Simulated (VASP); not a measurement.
Write the native input for VASP 6.6.1 that does the following.

| Property | Result |
| --- | --- |
| Task | relaxation of cell and atoms |
| Functional | PBE |
| Potentials or basis | VASP PAW PBE potentials, release 64 (Ba_sv) |
| Cutoff | 600 eV |
| k mesh | 12 × 12 × 12 |
| Occupations | gaussian, width 0.1 eV |
| Spin | no spin polarisation |
| Dipole correction | no |
| Further INCAR settings | ALGO = Fast; EDIFF = 1e-06; IBRION = 2; EDIFFG = -0.005; NSW = 100; ISIF = 3 |

The structure of Ba lies in POSCAR:

```
Ba
1.0
    0.0000000000      3.2326650028      3.2326650028
    3.2326650028      0.0000000000      3.2326650028
    3.2326650028      3.2326650028      0.0000000000
Ba
1
Direct
    0.0000000000      0.0000000000      0.0000000000
```

This isn't the form of Ba at room conditions, which is bcc.

The input as run:

INCAR

```
ALGO = Fast
EDIFF = 1E-6
EDIFFG = -0.005
ENCUT = 600
GGA = PE
IBRION = 2
ISIF = 3
ISMEAR = 0
LASPH = True
LCHARG = False
LREAL = False
LWAVE = False
NELM = 100
NSW = 100
PREC = Accurate
SIGMA = 0.1
```

KPOINTS

```
k-points
0
Gamma
  12 12 12
```

Potentials or basis: VASP PAW PBE potentials, release 64 (Ba_sv).

Run with:

```console
$ cat potpaw_PBE.64/Ba_sv/POTCAR > POTCAR
$ mpirun -np 1 vasp_std > vasp.out
```

Results of the run:

```
Relaxed volume                         : 64.50 Å³/atom
Relaxed cell                           : a = 4.502 Å, b = 4.502 Å, c = 4.502 Å, α = 60.00°, β = 60.00°, γ = 60.00°
Space group after relaxing (to 0.05 Å) : Fm-3m (No. 225)
Energy gained by relaxing              : 4.0 meV/atom
Ionic steps                            : 5
Pressure after relaxing                : 0.0 GPa
Band gap on the k mesh                 : none (metal or under the smearing width)
```

Wall time 2.5 min on 1 thread of Intel(R) Xeon(R) Platinum 8488C (Sapphire Rapids), on a shared host, peak memory 0.28 GiB.
